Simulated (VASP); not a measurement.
# NaH (Fm-3m) in VASP: notebook

The runs below take NaH through band structure, with PBE+D2, LDA, PBE, PBEsol, r2SCAN.

Program: VASP 6.6.1. These are calculated values, not measurements. Logs are shortened: lines on timing, memory, paths and dates and some standing lists are left out, and cuts for length are marked.

## 1. The structure

Symmetry: Fm-3m, No. 225, cubic system. The conventional cell has a = 4.880 Å, b = 4.880 Å, c = 4.880 Å, α = 90.00°, β = 90.00°, γ = 90.00°. Na (site symmetry m-3m) has 6 H at 2.44 Å as nearest neighbours. H (site symmetry m-3m) is surrounded by 6 Na at 2.44 Å.

## 2. Band structure, PBE+D2

run.py reads:

```python
from ase.calculators.vasp import Vasp
from ase.dft.bandgap import bandgap
from ase.io import read

atoms = read('NaH.cif', primitive_cell=True, subtrans_included=False)
calc = Vasp(
    directory='calc',
    xc='pbe',
    pp='PBE',
    setups='gw',
    prec='Accurate',
    encut=550,
    ediff=1e-07,
    ismear=0,
    sigma=0.05,
    lreal=False,
    lasph=True,
    nelm=60,
    algo='Normal',
    isif=2,
    lwave=False,
    lcharg=True,
    ivdw=1,
    kpts=[9, 9, 9],
    gamma=True,
)
atoms.calc = calc

print('energy (eV):', atoms.get_potential_energy())
print('free energy (eV):', atoms.get_potential_energy(force_consistent=True))
efermi = calc.get_fermi_level()
print('Fermi level (eV):', efermi)
path = atoms.cell.bandpath(npoints=40, eps=1e-4)
print('path:', path.path)
calc.set(kpts=path.kpts, reciprocal=True, icharg=11, isym=0, lcharg=False)
calc.calculate(atoms)
print('gap on the path (eV):', bandgap(calc, efermi=efermi)[0])
print('direct gap on the path (eV):', bandgap(calc, efermi=efermi, direct=True)[0])
```

NaH.cif reads:

```cif
data_NaH
_cell_length_a 4.88000000
_cell_length_b 4.88000000
_cell_length_c 4.88000000
_cell_angle_alpha 90.00000000
_cell_angle_beta 90.00000000
_cell_angle_gamma 90.00000000
_space_group_name_H-M_alt 'Fm-3m'
_space_group_name_Hall '-F 4 2 3'
_space_group_IT_number 225
loop_
_space_group_symop_operation_xyz
'x,y,z'
'-x,-y,-z'
'-y,x,z'
'y,-x,-z'
'-x,-y,z'
'x,y,-z'
'y,-x,z'
'-y,x,-z'
'x,-y,-z'
'-x,y,z'
'-y,-x,-z'
'y,x,z'
'-x,y,-z'
'x,-y,z'
'y,x,-z'
'-y,-x,z'
'z,x,y'
'-z,-x,-y'
'z,-y,x'
'-z,y,-x'
'z,-x,-y'
'-z,x,y'
'z,y,-x'
'-z,-y,x'
'-z,x,-y'
'z,-x,y'
'-z,-y,-x'
'z,y,x'
'-z,-x,y'
'z,x,-y'
'-z,y,x'
'z,-y,-x'
'y,z,x'
'-y,-z,-x'
'x,z,-y'
'-x,-z,y'
'-y,z,-x'
'y,-z,x'
'-x,z,y'
'x,-z,-y'
'-y,-z,x'
'y,z,-x'
'-x,-z,-y'
'x,z,y'
'y,-z,-x'
'-y,z,x'
'x,-z,y'
'-x,z,-y'
'x,y+1/2,z+1/2'
'-x,-y+1/2,-z+1/2'
'-y,x+1/2,z+1/2'
'y,-x+1/2,-z+1/2'
[... 63 lines left out ...]
'-z+1/2,y,-x+1/2'
'z+1/2,-x,-y+1/2'
'-z+1/2,x,y+1/2'
'z+1/2,y,-x+1/2'
'-z+1/2,-y,x+1/2'
'-z+1/2,x,-y+1/2'
'z+1/2,-x,y+1/2'
'-z+1/2,-y,-x+1/2'
'z+1/2,y,x+1/2'
'-z+1/2,-x,y+1/2'
'z+1/2,x,-y+1/2'
'-z+1/2,y,x+1/2'
'z+1/2,-y,-x+1/2'
'y+1/2,z,x+1/2'
'-y+1/2,-z,-x+1/2'
'x+1/2,z,-y+1/2'
'-x+1/2,-z,y+1/2'
'-y+1/2,z,-x+1/2'
'y+1/2,-z,x+1/2'
'-x+1/2,z,y+1/2'
'x+1/2,-z,-y+1/2'
'-y+1/2,-z,x+1/2'
'y+1/2,z,-x+1/2'
'-x+1/2,-z,-y+1/2'
'x+1/2,z,y+1/2'
'y+1/2,-z,-x+1/2'
'-y+1/2,z,x+1/2'
'x+1/2,-z,y+1/2'
'-x+1/2,z,-y+1/2'
'x+1/2,y+1/2,z'
'-x+1/2,-y+1/2,-z'
'-y+1/2,x+1/2,z'
'y+1/2,-x+1/2,-z'
'-x+1/2,-y+1/2,z'
'x+1/2,y+1/2,-z'
'y+1/2,-x+1/2,z'
'-y+1/2,x+1/2,-z'
'x+1/2,-y+1/2,-z'
'-x+1/2,y+1/2,z'
'-y+1/2,-x+1/2,-z'
'y+1/2,x+1/2,z'
'-x+1/2,y+1/2,-z'
'x+1/2,-y+1/2,z'
'y+1/2,x+1/2,-z'
'-y+1/2,-x+1/2,z'
'z+1/2,x+1/2,y'
'-z+1/2,-x+1/2,-y'
'z+1/2,-y+1/2,x'
'-z+1/2,y+1/2,-x'
'z+1/2,-x+1/2,-y'
'-z+1/2,x+1/2,y'
'z+1/2,y+1/2,-x'
'-z+1/2,-y+1/2,x'
'-z+1/2,x+1/2,-y'
'z+1/2,-x+1/2,y'
'-z+1/2,-y+1/2,-x'
'z+1/2,y+1/2,x'
'-z+1/2,-x+1/2,y'
'z+1/2,x+1/2,-y'
'-z+1/2,y+1/2,x'
'z+1/2,-y+1/2,-x'
'y+1/2,z+1/2,x'
'-y+1/2,-z+1/2,-x'
'x+1/2,z+1/2,-y'
'-x+1/2,-z+1/2,y'
'-y+1/2,z+1/2,-x'
'y+1/2,-z+1/2,x'
'-x+1/2,z+1/2,y'
'x+1/2,-z+1/2,-y'
'-y+1/2,-z+1/2,x'
'y+1/2,z+1/2,-x'
'-x+1/2,-z+1/2,-y'
'x+1/2,z+1/2,y'
'y+1/2,-z+1/2,-x'
'-y+1/2,z+1/2,x'
'x+1/2,-z+1/2,y'
'-x+1/2,z+1/2,-y'
loop_
_atom_site_label
_atom_site_type_symbol
_atom_site_symmetry_multiplicity
_atom_site_Wyckoff_symbol
_atom_site_fract_x
_atom_site_fract_y
_atom_site_fract_z
_atom_site_occupancy
Na1 Na 4 a 0.0000000000 0.0000000000 0.0000000000 1
H1 H 4 b 0.5000000000 0.0000000000 0.0000000000 1
```

Potentials or basis: VASP PAW PBE potentials, release 64 (Na_sv_GW, H_GW).

Launch:

```console
$ python run.py
```

Standard output:

```text
energy (eV): -7.56991201
free energy (eV): -7.56991201
Fermi level (eV): -1.02092054
path: GXWKGLUWLK,UX
gap on the path (eV): 3.7202
direct gap on the path (eV): 4.5626999999999995
```

OUTCAR:

```text
ENCUT = 550.000000
   EDIFF = 1.00e-07
   GGA = PE
   PREC = Accurate
   ICHARG = 11
   ISIF = 2
   ISMEAR = 0
   ISYM = 0
   NELM = 60
   IVDW = 1
   LASPH = .TRUE.
   LREAL = .FALSE.
  IVDW =   1

 ion  position               nearest neighbor table
   1  0.000  0.000  0.000-
   2  0.500  0.500  0.500-

IMPORTANT INFORMATION: All symmetrisations will be switched off!
NOSYMM: (Re-)initialisation of all symmetry stuff for point group C_1.

----------------------------------------------------------------------------------------

                                     Primitive cell

  volume of cell :      29.0536

  direct lattice vectors                    reciprocal lattice vectors
     0.000000000  2.440000000  2.440000000    -0.204918033  0.204918033  0.204918033
     2.440000000  0.000000000  2.440000000     0.204918033 -0.204918033  0.204918033
     2.440000000  2.440000000  0.000000000     0.204918033  0.204918033 -0.204918033

  length of vectors
     3.450681092  3.450681092  3.450681092     0.354928444  0.354928444  0.354928444

  position of ions in fractional coordinates (direct lattice)
     0.000000000  0.000000000  0.000000000
     0.500000000  0.500000000  0.500000000

  ion indices of the primitive-cell ions
   primitive index   ion index
                 1           1
                 2           2

----------------------------------------------------------------------------------------

 KPOINTS: KPOINTS created by Atomic Simulation Env

Read explicit list of k-points.

 Found     40 k-points:

 Following reciprocal coordinates:
            Coordinates               Weight
  0.000000  0.000000  0.000000      0.025000
  0.100000  0.000000  0.100000      0.025000
  0.200000  0.000000  0.200000      0.025000
  0.300000  0.000000  0.300000      0.025000
  0.400000  0.000000  0.400000      0.025000
  0.500000  0.000000  0.500000      0.025000
[... 16 lines left out ...]
  0.593750  0.312500  0.593750      0.025000
  0.625000  0.250000  0.625000      0.025000
 [... further k-points ...]
   k-points           NKPTS =     40   k-points in BZ     NKDIM =     40   number of bands    NBANDS=      9
   number of dos      NEDOS =    301   number of ions     NIONS =      2
   total plane-waves  NPLWV =  21952
   dimension x,y,z NGX =    28 NGY =   28 NGZ =   28
   dimension x,y,z NGXF=    56 NGYF=   56 NGZF=   56
   ions per type =               1   1
   NGX,Y,Z   is equivalent  to a cutoff of  13.49, 13.49, 13.49 a.u.
   NGXF,Y,Z  is equivalent  to a cutoff of  26.98, 26.98, 26.98 a.u.
 SYSTEM =  unknown system
   PREC   = accura    normal or accurate (medium, high low for compatibility)
[... 19 lines left out ...]
   NELECT =      10.0000    total number of electrons
   NUPDOWN=      -1.0000    fix difference up-down
   EMIN   =  10.00;   EMAX   =-10.00  energy-range for DOS
   EFERMI =   0.00;   METHOD = LEGACY
   ISMEAR =     0;   SIGMA  =   0.05  broadening in eV -4-tet -1-fermi 0-gaus
   EFERMI_NEDOS =   21; number of points for ismear=-14 and -15
   IALGO  =     38    algorithm
   IMIX   =      4    mixing-type and parameters
     AMIX     =   0.40;   BMIX     =  1.00
     AMIX_MAG =   1.60;   BMIX_MAG =  1.00
  volume/ion in A,a.u.               =      14.53        98.03
  Fermi-wavevector in a.u.,A,eV,Ry     =   1.147295  2.168073 17.909148  1.316285
  Thomas-Fermi vector in A             =   2.283975
   LORBIT       =      0    0 simple, 1 ext, 2 COOP (PROOUT), +10 PAW based schemes
   GGA     = PE    functional components
   LHFCALC =     F    Hartree Fock is set to
   AEXX    =    0.0000 exact exchange contribution
   IVDW    =     1    specifies the selected vdW correction
   LEPSILON=     F    determine dielectric tensor
   LRPA    =     F    only Hartree local field effects (RPA)
 non-spin polarized calculation
 Gauss-broadening in eV      SIGMA  =   0.05
  energy-cutoff  :      550.00
  volume of cell :       29.05
 maximum number of plane-waves:       875
 NGX is ok and might be reduce to    28

 number of electron       9.9999996 magnetization

 Free energy of the ion-electron system (eV)
  ---------------------------------------------------
  ext. energy  EPLUGINS =         0.00000000
  ---------------------------------------------------
  free energy    TOTEN  =        -7.15652182 eV

  energy without entropy =       -7.15652182  energy(sigma->0) =       -7.15652182

 E-fermi :  -1.0564     XC(G=0):  -7.8079

 val. band max:       -1.2689830922   @ k =   0.5000   0.2500   0.7500
 cond. band min:       2.4512097932   @ k =   0.5000   0.5000   0.5000
 fundamental gap:      3.7201928854
 Fermi energy:        -1.0564028421

 k-point     1 :       0.0000    0.0000    0.0000
  band No.  band energies     occupation
      1     -51.5267      2.00000
      2     -23.4265      2.00000
      3     -23.4265      2.00000
      4     -23.4265      2.00000
      5      -4.7951      2.00000
      6       8.9066      0.00000
      7      14.1186      0.00000
      8      14.1187      0.00000
      9      14.1194      0.00000
[... 265 lines left out ...]
 k-point    24 :       0.6250    0.2500    0.6250
  band No.  band energies     occupation
      1     -51.5188      2.00000
      2     -23.4879      2.00000
      3     -23.4730      2.00000
      4     -23.4483      2.00000
      5      -1.3795      2.00000
      6       3.9954      0.00000
      7       4.9957      0.00000
      8       9.8129      0.00000
      9      10.3126      0.00000

 [... further k-points ...]

------------------------ aborting loop because EDIFF is reached ----------------------------------------

  DFT-D2 method for vdW energy calculation

  Number of pair interactions contributing to vdW energy:   53996

  Edisp (eV):   -0.39997

  FORCE on cell =-STRESS in cart. coord.  units (eV):
  Direction    XX          YY          ZZ          XY          YZ          ZX
  --------------------------------------------------------------------------------------
  -------------------------------------------------------------------------------------
  Total      -2.32597     0.01843    -1.93270     1.40453     0.87485     1.16274
  in kB    -128.26706     1.01613  -106.58015    77.45380    48.24428    64.12001
  external pressure =      -77.94 kB  Pullay stress =        0.00 kB

 VOLUME and BASIS-vectors are now :
 -----------------------------------------------------------------------------
  energy-cutoff  :      550.00
  volume of cell :       29.05
      direct lattice vectors                 reciprocal lattice vectors
     0.000000000  2.440000000  2.440000000    -0.204918033  0.204918033  0.204918033
     2.440000000  0.000000000  2.440000000     0.204918033 -0.204918033  0.204918033
     2.440000000  2.440000000  0.000000000     0.204918033  0.204918033 -0.204918033

 POSITION                                       TOTAL-FORCE (eV/Angst)
 -----------------------------------------------------------------------------------
      0.00000      0.00000      0.00000         0.000010     -0.000004     -0.000002
      2.44000      2.44000      2.44000        -0.000010      0.000004      0.000002
 -----------------------------------------------------------------------------------
    total drift:                                0.000020     -0.000009     -0.000006

  FREE ENERGIE OF THE ION-ELECTRON SYSTEM (eV)
  ---------------------------------------------------
  free  energy   TOTEN  =        -7.5564883270 eV

  energy  without entropy=       -7.5564883270  energy(sigma->0) =       -7.55648833
```

INCAR:

```text
ENCUT = 550.000000
SIGMA = 0.050000
EDIFF = 1.00e-07
ALGO = Normal
GGA = PE
PREC = Accurate
ICHARG = 11
ISIF = 2
ISMEAR = 0
ISYM = 0
NELM = 60
IVDW = 1
LASPH = .TRUE.
LCHARG = .FALSE.
LWAVE = .FALSE.
LREAL = .FALSE.
```

Wall time 12 s (1 thread of Intel Xeon 6975P-C (Granite Rapids), shared host); peak memory 0.15 GiB.

What came out:

```
Band gap along the path    : 3.72 eV, indirect (least direct gap 4.56 eV)
Dispersion energy per atom : -0.200 eV
```

Levels at the corners of the path, in eV from the Fermi level:
```csv
point,band 2,band 3,band 4,band 5,band 6,band 7,band 8,band 9
Γ,-22.41,-22.41,-22.41,-3.77,9.93,15.14,15.14,15.14
X,-22.48,-22.43,-22.43,-0.42,4.33,9.68,10.25,10.25
W,-22.46,-22.46,-22.44,-0.25,5.71,5.71,7.96,15.79
K,-22.47,-22.45,-22.43,-0.36,5.02,6.02,10.83,11.33
Γ,-22.41,-22.41,-22.41,-3.77,9.93,15.14,15.14,15.14
L,-22.49,-22.42,-22.42,-1.09,3.47,10.34,12.95,12.95
U,-22.47,-22.45,-22.43,-0.36,5.02,6.02,10.83,11.33
W,-22.46,-22.46,-22.44,-0.25,5.71,5.71,7.96,15.79
L,-22.49,-22.42,-22.42,-1.09,3.47,10.34,12.95,12.95
K,-22.47,-22.45,-22.43,-0.36,5.02,6.02,10.83,11.33
U,-22.47,-22.45,-22.43,-0.36,5.02,6.02,10.83,11.33
X,-22.48,-22.43,-22.43,-0.42,4.33,9.68,10.25,10.25
```

Caveat: the log is that of the step along the path at fixed density, whose energy, stress, charges and moments have no meaning.

(Continued in part 2 of 2.)
